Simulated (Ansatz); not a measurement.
**Calculated electric field gradients for AlN**

The cell is a COD entry, ions relaxed with PBE at fixed cell.

```xyz
4
Lattice="3.1100 0.0000 0.0000 -1.5550 2.6933 0.0000 0.0000 0.0000 4.9800" Properties=species:S:1:pos:R:3 pbc="T T T"
Al    1.5550    0.8978    0.0000
Al    0.0000    1.7956    2.4900
N     1.5550    0.8978    1.9024
N     0.0000    1.7956    4.3924
```

Sites (sets of like atoms) are named by element and the number of their first atom in this list.

Level of theory: DFT, PBEsol, plane waves and PAW, scalar-relativistic, 420 eV cutoff, Γ-centred 11×11×6 k-points, Fermi–Dirac smearing 0.02 eV (Ansatz 0.2.0).

Conventions: |V_zz| ≥ |V_yy| ≥ |V_xx|, η = (V_xx − V_yy)/V_zz, C_Q = eQV_zz/h.

Al-27: I = 5/2, Q = 146.6 mb; N-14: I = 1, Q = 20.44 mb. Nuclear quadrupole moments: year-2017 set (Pyykkö).

Problem. What field gradients does the calculation give at each kind of site?

Solution. 

```tsv
site	atoms (order as listed)	first shell	V_zz (10²¹ V/m²)	η	C_Q (MHz)
Al	1, 2	4 N at 1.89–1.90 Å; also 1 N at 3.08 Å	0.50	0.00	1.77
N	3, 4	4 Al at 1.89–1.90 Å; also 1 Al at 3.08 Å	<0.005	–	≈0
```

An axis of threefold or higher order runs through Al, so V_zz lies along it and η is zero.

The run took 5.5 s of wall time (5.5 s of CPU time) and 0.41 GiB at its peak, on 1 thread of Intel Xeon Platinum 8259CL CPU @ 2.50GHz (Skylake/Cascade Lake) (x86_64; 16 cores open to the job, memory cap 3.0 GiB, no GPU), a shared host with a load of 0.4 a core.
